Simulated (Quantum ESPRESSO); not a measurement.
# Rb (Im-3m) in Quantum ESPRESSO: notebook, part 2 of 2

Quantum ESPRESSO 7.5.

### Step 4. Single point, LDA, 84.52 Å³/atom

The input, pw.in:

```
&CONTROL
  calculation = 'scf'
  prefix = 'pwscf'
  outdir = './tmp'
  pseudo_dir = './pseudo'
  tstress = .true.
  disk_io = 'nowf'
/
&SYSTEM
  ibrav = 0
  nat = 1
  ntyp = 1
  ecutwfc = 45
  ecutrho = 360
  nbnd = 10
  occupations = 'smearing'
  smearing = 'fd'
  degauss = 0.00367493
/
&ELECTRONS
  conv_thr = 2d-10
  electron_maxstep = 120
  mixing_beta = 0.5
/
ATOMIC_SPECIES
Rb    85.4678 rb_lda_v1.uspp.F.UPF
CELL_PARAMETERS angstrom
  -2.7646237353    2.7646237353    2.7646237353
   2.7646237353   -2.7646237353    2.7646237353
   2.7646237353    2.7646237353   -2.7646237353
ATOMIC_POSITIONS crystal
Rb     0.0000000000    0.0000000000    0.0000000000
K_POINTS automatic
7 7 7 0 0 0
```

Started as:

```sh
> OMP_NUM_THREADS=1 mpirun -n 2 pw.x -nk 2 -in pw.in > pw.out
```

It took 8.6 s on 2 MPI ranks of Intel Xeon 6975P-C (Granite Rapids), shared host; peak memory 0.36 GiB.

Results (log left out):

```yaml
Free_energy: -724.6806 eV
Pressure: -0.3 GPa
Band_gap_on_the_k_mesh: none (metal or under the smearing width)
```

### Step 5. Single point, LDA, 86.28 Å³/atom

Changes to pw.in since step 4:

```diff
@@ -27,5 +27,5 @@
 CELL_PARAMETERS angstrom
-  -2.7646237353    2.7646237353    2.7646237353
-   2.7646237353   -2.7646237353    2.7646237353
-   2.7646237353    2.7646237353   -2.7646237353
+  -2.7836907084    2.7836907084    2.7836907084
+   2.7836907084   -2.7836907084    2.7836907084
+   2.7836907084    2.7836907084   -2.7836907084
 ATOMIC_POSITIONS crystal
```

Started as:

```sh
> OMP_NUM_THREADS=1 mpirun -n 2 pw.x -nk 2 -in pw.in > pw.out
```

Run time: 9.8 s. Hardware: 2 MPI ranks of Intel Xeon 6975P-C (Granite Rapids), shared host; peak memory 0.36 GiB.

The run converged. Its results:

```yaml
Free_energy: -724.6773 eV
Pressure: -0.3 GPa
Band_gap_on_the_k_mesh: none (metal or under the smearing width)
```

### Step 6. Single point, LDA, 88.04 Å³/atom

Changes to pw.in since step 5:

```diff
@@ -27,5 +27,5 @@
 CELL_PARAMETERS angstrom
-  -2.7836907084    2.7836907084    2.7836907084
-   2.7836907084   -2.7836907084    2.7836907084
-   2.7836907084    2.7836907084   -2.7836907084
+  -2.8025000000    2.8025000000    2.8025000000
+   2.8025000000   -2.8025000000    2.8025000000
+   2.8025000000    2.8025000000   -2.8025000000
 ATOMIC_POSITIONS crystal
```

Potentials or basis: GBRV 1.5 LDA.

Started as:

```sh
> OMP_NUM_THREADS=1 mpirun -n 2 pw.x -nk 2 -in pw.in > pw.out
```

Run time: 10 s. Hardware: 2 MPI ranks of Intel Xeon 6975P-C (Granite Rapids), shared host; peak memory 0.36 GiB.

The run converged. Its results:

```
Free energy            : -724.6734 eV
Pressure               : -0.4 GPa
Band gap on the k mesh : none (metal or under the smearing width)
```

### Step 7. Single point, LDA, 89.80 Å³/atom

Changes to pw.in since step 6:

```diff
@@ -27,5 +27,5 @@
 CELL_PARAMETERS angstrom
-  -2.8025000000    2.8025000000    2.8025000000
-   2.8025000000   -2.8025000000    2.8025000000
-   2.8025000000    2.8025000000   -2.8025000000
+  -2.8210601435    2.8210601435    2.8210601435
+   2.8210601435   -2.8210601435    2.8210601435
+   2.8210601435    2.8210601435   -2.8210601435
 ATOMIC_POSITIONS crystal
```

Started as:

```sh
> OMP_NUM_THREADS=1 mpirun -n 2 pw.x -nk 2 -in pw.in > pw.out
```

Wall time 8.9 s (2 MPI ranks of Intel Xeon 6975P-C (Granite Rapids), shared host); peak memory 0.36 GiB.

It converged, with:

```
Free energy            : -724.6692 eV
Pressure               : -0.4 GPa
Band gap on the k mesh : none (metal or under the smearing width)
```

### Step 8. Single point, LDA, 91.57 Å³/atom

Changes to pw.in since step 7:

```diff
@@ -27,5 +27,5 @@
 CELL_PARAMETERS angstrom
-  -2.8210601435    2.8210601435    2.8210601435
-   2.8210601435   -2.8210601435    2.8210601435
-   2.8210601435    2.8210601435   -2.8210601435
+  -2.8393792292    2.8393792292    2.8393792292
+   2.8393792292   -2.8393792292    2.8393792292
+   2.8393792292    2.8393792292   -2.8393792292
 ATOMIC_POSITIONS crystal
```

Started as:

```sh
> OMP_NUM_THREADS=1 mpirun -n 2 pw.x -nk 2 -in pw.in > pw.out
```

It took 7.3 s on 2 MPI ranks of Intel Xeon 6975P-C (Granite Rapids), shared host; peak memory 0.38 GiB.

Results (log left out):

```
Free energy            : -724.6645 eV
Pressure               : -0.4 GPa
Band gap on the k mesh : none (metal or under the smearing width)
```

### Step 9. Single point, LDA, 93.33 Å³/atom

Changes to pw.in since step 8:

```diff
@@ -27,5 +27,5 @@
 CELL_PARAMETERS angstrom
-  -2.8393792292    2.8393792292    2.8393792292
-   2.8393792292   -2.8393792292    2.8393792292
-   2.8393792292    2.8393792292   -2.8393792292
+  -2.8574649348    2.8574649348    2.8574649348
+   2.8574649348   -2.8574649348    2.8574649348
+   2.8574649348    2.8574649348   -2.8574649348
 ATOMIC_POSITIONS crystal
```

Potentials or basis: GBRV 1.5 LDA.

Started as:

```sh
> OMP_NUM_THREADS=1 mpirun -n 2 pw.x -nk 2 -in pw.in > pw.out
```

It took 7.1 s on 2 MPI ranks of Intel Xeon 6975P-C (Granite Rapids), shared host; peak memory 0.38 GiB.

The run converged. Its results:

```yaml
Free_energy: -724.6595 eV
Pressure: -0.5 GPa
Band_gap_on_the_k_mesh: none (metal or under the smearing width)
```

### Step 10. Equation of state, LDA

This step only gathers the single runs of the series.

Results:

```yaml
Equilibrium_volume: "77.90 Å³/atom (rough: see the caveat)"
Bulk_modulus: 4.1 GPa (rough)
```

Energy against volume, from the lowest point:
```tsv
volume (Å³/atom)	energy (meV/atom)
82.761	0.00
84.522	2.65
86.283	5.96
88.043	9.77
89.804	14.04
91.565	18.72
93.326	23.77
```

Caveat: the minimum lies outside the volumes run.

### Step 11. The reference run

An earlier run on the cell as given: functional PBEsol; potentials or basis GBRV 1.5 PBEsol; cutoff 612 eV; density cutoff 4898 eV; k mesh 7 × 7 × 7; occupations fermi-dirac, width 0.05 eV; no spin polarisation.

* Pressure: -0.1 GPa
* Band gap on the k mesh: none (metal or under the smearing width)

### Step 12. The runs side by side

```tsv
task	level	potentials or basis	form of the LDA correlation	gap on the mesh (eV)	pressure (GPa)
band structure	PBEsol	GBRV 1.5 PBEsol	-	none	-0.1
equation of state	LDA	GBRV 1.5 LDA	PZ81	-	-
single point	PBEsol	GBRV 1.5 PBEsol	-	none	-0.1
```

Alike in all rows: no spin polarisation; cell as given; k mesh 7 × 7 × 7; cutoff (eV) 612; smearing fermi-dirac 0.05 eV.

Caveats: some levels on the path didn't converge (some runs); the minimum lies outside the volumes run (some runs).

Absolute energies hang on the potentials; compare differences alone.
